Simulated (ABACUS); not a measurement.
The system is P.

```
P
1.0
     1.64774   -5.46504    0.00000
     1.64774    5.46504    0.00000
     0.00000    0.00000    4.54364
P
4
Direct
  0.90414 0.09586 0.58882
  0.09586 0.90414 0.41118
  0.59586 0.40414 0.08882
  0.40414 0.59586 0.91118
```

```yaml
Program: ABACUS 3.10.1
Task: relaxation of cell and atoms
Functional: LDA-PW92
Potentials_or_basis: PseudoDojo NC SR 0.4.1 LDA stringent
Cutoff: 667 eV
Density_cutoff: 2667 eV
Basis: plane waves
k_mesh: 6 × 6 × 5
Occupations: fermi-dirac, width 0.05 eV
Spin: no spin polarisation
```

At the start: pressure -2.3 GPa; volume 20.46 Å³/atom.

Task: How do energy, volume and symmetry change on relaxing?

Result: Over 44 steps the energy falls by 36.1 meV/atom and the volume is 17.21 Å³/atom (-15.9 %); space group Cmce (No. 64, to 0.05 Å).

The path:
```tsv
step	energy change (eV)	largest force (eV/Å)	pressure (GPa)	volume (Å³)
1	0.0000	0.1691	-2.29	81.83
3	-0.0266	0.3686	0.41	78.64
5	-0.0730	0.3237	-0.50	74.90
7	-0.1016	0.1966	-0.40	73.22
9	-0.1145	0.3441	1.26	65.72
11	-0.1310	0.1144	-0.13	66.53
13	-0.1330	0.0511	0.71	66.48
15	-0.1345	0.0486	0.62	66.75
17	-0.1356	0.0597	0.05	67.13
19	-0.1366	0.0389	0.15	67.25
21	-0.1378	0.0466	0.12	67.45
23	-0.1398	0.0437	0.16	67.68
25	-0.1421	0.0390	-0.06	68.16
27	-0.1428	0.0192	0.42	68.06
29	-0.1435	0.0138	0.35	68.25
31	-0.1437	0.0199	0.05	68.44
33	-0.1439	0.0157	0.05	68.51
35	-0.1441	0.0119	0.05	68.59
37	-0.1442	0.0141	0.00	68.72
39	-0.1443	0.0088	0.08	68.74
41	-0.1444	0.0088	0.06	68.81
43	-0.1444	0.0053	0.02	68.84
44	-0.1444	0.0051	0.02	68.85
```

Final structure:
```
P
1.0
     1.66346   -5.04729    0.00000
     1.66346    5.04729    0.00000
     0.00000    0.00000    4.09996
P
4
Direct
  0.89318 0.10682 0.57038
  0.10682 0.89318 0.42962
  0.60682 0.39318 0.07038
  0.39318 0.60682 0.92962
```

Caveat: the volume moved by over 15 % at a fixed basis, so the end points are rough.
